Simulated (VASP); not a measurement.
# Al3Pt2 (P-3m1) in VASP: further runs

The runs below take Al3Pt2 through relaxation of cell and atoms, with r2SCAN, LDA, PBEsol.

Program: VASP 6.6.1. These are calculated values, not measurements. Logs are shortened: lines on timing, memory, paths and dates and some standing lists are left out, and cuts for length are marked.

### Step 1. Starting point

The structure is trigonal, space group P-3m1 (No. 164). Conventional cell: a = 4.207 Å, b = 4.207 Å, c = 5.189 Å, α = 90.00°, β = 90.00°, γ = 120.00°. Around Al (site symmetry -3m) lie 6 Pt at 2.58 Å. Around Al (site symmetry 3m) lie 5 Pt at 2.49 to 2.69 Å and 3 Al at 2.87 Å. Pt (site symmetry 3m) has 8 Al at 2.49 to 2.69 Å as nearest neighbours.

The cell comes from a database or a generator and needn't be the stable form of this composition.

### Step 2. Relaxation of cell and atoms, r2SCAN

INCAR reads:

```
SYSTEM = Al3Pt2
PREC     = Accurate       ! precision mode
ENCUT    = 600            ! plane-wave cutoff, eV
EDIFF    = 1E-6           ! SCF threshold, eV
ISMEAR   = 1              ! smearing method
SIGMA    = 0.1            ! smearing width, eV
LREAL    = .FALSE.        ! projectors in reciprocal space
LASPH    = .TRUE.         ! aspherical terms in the spheres
NELM     = 80             ! most SCF steps
ALGO     = Normal         ! electronic algorithm
ISIF     = 3              ! what is computed and relaxed
LWAVE    = .FALSE.        ! write WAVECAR
LCHARG   = .FALSE.        ! write CHGCAR
METAGGA  = R2SCAN         ! meta-GGA
LMIXTAU  = .TRUE.       
IBRION   = 2              ! ionic algorithm
NSW      = 90             ! ionic steps
EDIFFG   = -0.01          ! ionic threshold
KPAR     = 2
```

KPOINTS reads:

```
Automatic mesh
0
G
  12 12 7
  0 0 0
```

POSCAR reads:

```
Al3Pt2
1.0
    4.2071400339      0.0000000000      0.0000000000
   -2.1035700170      3.6434901467      0.0000000000
    0.0000000000      0.0000000000      5.1889617200
Al Pt
3 2
Direct
    0.0000000000      0.0000000000      0.0000000000
    0.3333333300      0.6666666700      0.6468302300
    0.6666666700      0.3333333300      0.3531697700
    0.3333333300      0.6666666700      0.1661255000
    0.6666666700      0.3333333300      0.8338745000
```

Potentials or basis: VASP PAW PBE potentials, release 64 (Al, Pt).

On the command line:

```bash
> cat potpaw_PBE.64/Al/POTCAR potpaw_PBE.64/Pt/POTCAR > POTCAR
> mpirun -np 2 vasp_std > vasp.out
```

OUTCAR:

```text
SYSTEM = Al3Pt2
   PREC = Accurate
   ENCUT = 600
   EDIFF = 1E-6
   ISMEAR = 1
   LREAL = .FALSE.
   LASPH = .TRUE.
   NELM = 80
   ISIF = 3
   METAGGA = R2SCAN
   IBRION = 2
   NSW = 90
   EDIFFG = -0.01

 ion  position               nearest neighbor table
   1  0.000  0.000  0.000-   4 2.58   5 2.58   5 2.58   4 2.58   5 2.58   4 2.58   2 3.04   3 3.04
                             2 3.04   3 3.04   3 3.04   2 3.04
   2  0.333  0.667  0.647-   4 2.49   5 2.62   5 2.62   5 2.62   4 2.69   3 2.87   3 2.87   3 2.87
                             1 3.04   1 3.04   1 3.04
   3  0.667  0.333  0.353-   5 2.49   4 2.62   4 2.62   4 2.62   5 2.69   2 2.87   2 2.87   2 2.87
                             1 3.04   1 3.04   1 3.04
   4  0.333  0.667  0.166-   2 2.49   1 2.58   1 2.58   1 2.58   3 2.62   3 2.62   3 2.62   2 2.69
                             5 2.98   5 2.98   5 2.98
   5  0.667  0.333  0.834-   3 2.49   1 2.58   1 2.58   1 2.58   2 2.62   2 2.62   2 2.62   3 2.69
                             4 2.98   4 2.98   4 2.98

  LATTYP: Found a hexagonal cell.
 ALAT       =     4.2071400339
 C/A-ratio  =     1.2333703367

  Lattice vectors:

 A1 = (   4.2071400339,   0.0000000000,   0.0000000000)
 A2 = (  -2.1035700170,   3.6434901467,   0.0000000000)
 A3 = (   0.0000000000,   0.0000000000,   5.1889617200)

Analysis of symmetry for initial positions (statically):
=====================================================================
 Subroutine PRICEL returns:
 Original cell was already a primitive cell.

 Routine SETGRP: Setting up the symmetry group for a
 hexagonal supercell.

 Subroutine GETGRP returns: Found 12 space group operations
 (whereof 12 operations were pure point group operations)
 out of a pool of 24 trial point group operations.

The static configuration has the point symmetry D_3d.

Analysis of symmetry for dynamics (positions and initial velocities):
=====================================================================
 Subroutine PRICEL returns:
 Original cell was already a primitive cell.

 Routine SETGRP: Setting up the symmetry group for a
 hexagonal supercell.

 Subroutine GETGRP returns: Found 12 space group operations
 (whereof 12 operations were pure point group operations)
 out of a pool of 24 trial point group operations.

The dynamic configuration has the point symmetry D_3d.

 Subroutine INISYM returns: Found 12 space group operations
 (whereof 12 operations are pure point group operations),
 and found     1 'primitive' translations

----------------------------------------------------------------------------------------

                                     Primitive cell

  volume of cell :      79.5399

  direct lattice vectors                    reciprocal lattice vectors
     4.207140034  0.000000000  0.000000000     0.237691161  0.137231056  0.000000000
    -2.103570017  3.643490147  0.000000000     0.000000000  0.274462112  0.000000000
     0.000000000  0.000000000  5.188961720     0.000000000  0.000000000  0.192716781

  length of vectors
     4.207140034  4.207140034  5.188961720     0.274462112  0.274462112  0.192716781

  position of ions in fractional coordinates (direct lattice)
     0.000000000  0.000000000  0.000000000
     0.333333330  0.666666670  0.646830230
     0.666666670  0.333333330  0.353169770
     0.333333330  0.666666670  0.166125500
     0.666666670  0.333333330  0.833874500

  ion indices of the primitive-cell ions
   primitive index   ion index
                 1           1
                 2           2
                 3           3
                 4           4
                 5           5

----------------------------------------------------------------------------------------

 KPOINTS: Automatic mesh

Automatic generation of k-mesh.
 Grid dimensions read from file:
 generate k-points for:   12   12    7

 Generating k-lattice:

  Cartesian coordinates                     Fractional coordinates (reciprocal lattice)
     0.019807597  0.011435921  0.000000000     0.083333333  0.000000000  0.000000000
     0.000000000  0.022871843  0.000000000     0.000000000  0.083333333  0.000000000
     0.000000000  0.000000000  0.027530969     0.000000000  0.000000000  0.142857143

  Length of vectors
     0.022871843  0.022871843  0.027530969

  Shift w.r.t. Gamma in fractional coordinates (k-lattice)
     0.000000000  0.000000000  0.000000000

 Subroutine IBZKPT returns following result:
 ===========================================

 Found    112 irreducible k-points:

 Following reciprocal coordinates:
            Coordinates               Weight
  0.000000  0.000000  0.000000      1.000000
  0.083333 -0.000000  0.000000      6.000000
  0.166667 -0.000000  0.000000      6.000000
  0.250000 -0.000000  0.000000      6.000000
  0.333333 -0.000000  0.000000      6.000000
  0.416667 -0.000000  0.000000      6.000000
[... 16 lines left out ...]
  0.166667 -0.000000  0.142857      6.000000
  0.000000  0.166667  0.142857      6.000000
 [... further k-points ...]
   k-points           NKPTS =    112   k-points in BZ     NKDIM =    112   number of bands    NBANDS=     18
   number of dos      NEDOS =    301   number of ions     NIONS =      5
   total plane-waves  NPLWV =  54432
   dimension x,y,z NGX =    36 NGY =   36 NGZ =   42
   dimension x,y,z NGXF=    72 NGYF=   72 NGZF=   84
   ions per type =               3   2
   NGX,Y,Z   is equivalent  to a cutoff of  14.23, 14.23, 13.46 a.u.
   NGXF,Y,Z  is equivalent  to a cutoff of  28.45, 28.45, 26.91 a.u.
 SYSTEM =  Al3Pt2
   PREC   = accura    normal or accurate (medium, high low for compatibility)
   ISTART =      0    job   : 0-new  1-cont  2-samecut
   ICHARG =      2    charge: 1-file 2-atom 10-const
   ISPIN  =      1    spin polarized calculation?
   LNONCOLLINEAR =      F non collinear calculations
   LSORBIT =      F    spin-orbit coupling
   LASPH  =      T    aspherical Exc in radial PAW
   ENCUT  =  600.0 eV  44.10 Ry    6.64 a.u.   8.40  8.40 10.36*2*pi/ulx,y,z
   NELM   =     80;   NELMIN=  2; NELMDL= -5     # of ELM steps
   EDIFF  = 0.1E-05   stopping-criterion for ELM
   LREAL  =      F    real-space projection
   EDIFFG = -.1E-01   stopping-criterion for IOM
   NSW    =     90    number of steps for IOM
   IBRION =      2    ionic relax: 0-MD 1-quasi-New 2-CG
   NFREE  =      1    steps in history (QN), initial steepest desc. (CG)
   ISIF   =      3    stress and relaxation
   ISYM   =      2    0-nonsym 1-usesym 2-fastsym
   POTIM  = 0.5000    time-step for ionic-motion
   TEBEG  =    0.0;   TEEND  =   0.0 temperature during run
   PSTRESS=    0.0 pullay stress
   NELECT =      29.0000    total number of electrons
   NUPDOWN=      -1.0000    fix difference up-down
   EMIN   =  10.00;   EMAX   =-10.00  energy-range for DOS
   EFERMI =   0.00;   METHOD = LEGACY
   ISMEAR =     1;   SIGMA  =   0.10  broadening in eV -4-tet -1-fermi 0-gaus
   EFERMI_NEDOS =   21; number of points for ismear=-14 and -15
   IALGO  =     38    algorithm
   IMIX   =      4    mixing-type and parameters
     AMIX     =   0.40;   BMIX     =  1.00
     AMIX_MAG =   1.60;   BMIX_MAG =  1.00
  volume/ion in A,a.u.               =      15.91       107.35
  Fermi-wavevector in a.u.,A,eV,Ry     =   1.169533  2.210097 18.610150  1.367807
  Thomas-Fermi vector in A             =   2.306004
   LORBIT       =      0    0 simple, 1 ext, 2 COOP (PROOUT), +10 PAW based schemes
   METAGGA = R2SCAN    functional components
   LHFCALC =     F    Hartree Fock is set to
   AEXX    =    0.0000 exact exchange contribution
   IVDW    =     0    specifies the selected vdW correction
   LEPSILON=     F    determine dielectric tensor
   LRPA    =     F    only Hartree local field effects (RPA)
 conjugate gradient relaxation of ions
 non-spin polarized calculation
 Methfessel and Paxton  Order N= 1 SIGMA  =   0.10
  energy-cutoff  :      600.00
  volume of cell :       79.54
 maximum number of plane-waves:      2703
 NGX is ok and might be reduce to    36
   NGX = 17   NGY = 17   NGZ = 21

--------------------------------------- Ionic step        1  -------------------------------------------

 number of electron      28.9999997 magnetization

 Free energy of the ion-electron system (eV)
  ---------------------------------------------------
  ext. energy  EPLUGINS =         0.00000000
  ---------------------------------------------------
  free energy    TOTEN  =      -128.68779849 eV

  energy without entropy =     -128.68816348  energy(sigma->0) =     -128.68792015

------------------------ aborting loop because EDIFF is reached ----------------------------------------

  FORCE on cell =-STRESS in cart. coord.  units (eV):
  Direction    XX          YY          ZZ          XY          YZ          ZX
  --------------------------------------------------------------------------------------
  -------------------------------------------------------------------------------------
  Total        0.0184506      0.0184506      0.0981669     -0.0000000      0.0000000      0.0000000
  in kB        0.3716524      0.3716524      1.9773813     -0.0000000      0.0000000      0.0000000
  external PRESSURE =       0.9068953 kB  Pullay stress =       0.0000000 kB
[... 102 lines left out ...]
  energy  without entropy=     -128.6882177164  energy(sigma->0) =     -128.68797092

--------------------------------------- Ionic step        4  -------------------------------------------

 number of electron      28.9999997 magnetization

 Free energy of the ion-electron system (eV)
  ---------------------------------------------------
  ext. energy  EPLUGINS =         0.00000000
  ---------------------------------------------------
  free energy    TOTEN  =      -128.68788678 eV

  energy without entropy =     -128.68826618  energy(sigma->0) =     -128.68801325

 E-fermi :   9.1943     XC(G=0): -12.1389

 val. band max:        9.1929418627   @ k =   0.2500   0.0833   0.2857
 cond. band min:       9.2311326941   @ k =   0.0000   0.1667   0.1429
 fundamental gap:      0.0381908314
 Fermi energy:         9.1943148841

 k-point     1 :       0.0000    0.0000    0.0000
  band No.  band energies     occupation
      1      -2.4296      2.00000
      2       1.7211      2.00000
      3       3.0312      2.00000
      4       3.0312      2.00000
      5       3.0952      2.00000
      6       3.7589      2.00000
[... 10 lines left out ...]
     17      13.4076      0.00000
     18      13.4076      0.00000
[... 466 lines left out ...]
      2       1.7296      2.00000
      3       2.4595      2.00000
      4       3.2292      2.00000
      5       3.2890      2.00000
      6       3.7841      2.00000
[... 10 lines left out ...]
     17      12.8879      0.00000
     18      13.4631      0.00000

 [... further k-points ...]
[... 5 lines left out ...]
  --------------------------------------------------------------------------------------
  -------------------------------------------------------------------------------------
  Total        0.0175546      0.0175546      0.0127194     -0.0000000      0.0000000      0.0000000
  in kB        0.3534977      0.3534977      0.2561301     -0.0000000      0.0000000      0.0000000
  external PRESSURE =       0.3210419 kB  Pullay stress =       0.0000000 kB
[... 20 lines left out ...]
  FREE ENERGIE OF THE ION-ELECTRON SYSTEM (eV)
  ---------------------------------------------------
  free  energy   TOTEN  =      -128.6878867792 eV

  energy  without entropy=     -128.6882661801  energy(sigma->0) =     -128.68801325

 reached required accuracy - stopping structural energy minimisation
```

Run time: 6.4 min. Hardware: 2 MPI ranks of Intel Xeon 6975P-C (Granite Rapids), shared host; peak memory 0.38 GiB.

Results:

* Free energy: -128.6879 eV
* Relaxed volume: 15.91 Å³/atom
* Relaxed cell: a = 4.206 Å, b = 4.206 Å, c = 5.193 Å, α = 90.00°, β = 90.00°, γ = 120.00°
* Space group after relaxing (to 0.05 Å): P-3m1 (No. 164)
* Energy gained by relaxing: 0.0 meV/atom
* Ionic steps: 4
* Pressure after relaxing: 0.0 GPa
* Band gap on the k mesh: none (metal or under the smearing width)

Forces on the atoms (eV/Å):
```
Al   0.000  0.000  0.000
Al   0.000  0.000  0.003
Al   0.000  0.000 -0.003
Pt   0.000  0.000  0.000
Pt   0.000  0.000  0.000
```

Final structure:
```cif
data_structure
_symmetry_space_group_name_H-M 'P 1'
_symmetry_Int_Tables_number 1
_cell_length_a 4.2060
_cell_length_b 4.2060
_cell_length_c 5.1933
_cell_angle_alpha 90.000
_cell_angle_beta 90.000
_cell_angle_gamma 120.000
_cell_volume 79.56
loop_
_atom_site_label
_atom_site_type_symbol
_atom_site_fract_x
_atom_site_fract_y
_atom_site_fract_z
_atom_site_occupancy
Al1 Al 0.00000 0.00000 0.00000 1
Al2 Al 0.33333 0.66667 0.64681 1
Al3 Al 0.66667 0.33333 0.35319 1
Pt1 Pt 0.33333 0.66667 0.16652 1
Pt2 Pt 0.66667 0.33333 0.83348 1
```

Levels at points of the mesh, in eV from the Fermi level:
| k point | band 12 | band 13 | band 14 | band 15 | band 16 | band 17 | band 18 |
| --- | --- | --- | --- | --- | --- | --- | --- |
| (0.00, 0.00, 0.00) | -2.90 | -2.23 | 1.49 | 1.49 | 3.60 | 4.21 | 4.21 |
| (0.50, 0.00, 0.00) | -2.83 | -2.44 | -2.39 | -2.00 | 1.69 | 2.61 | 3.51 |

Caveat: the PAW data sets were made with another functional, which shifts forces and pressure a little. The run has no spin-orbit coupling, so splittings on Pt are missing.

(Part 1 of 3 ends here.)
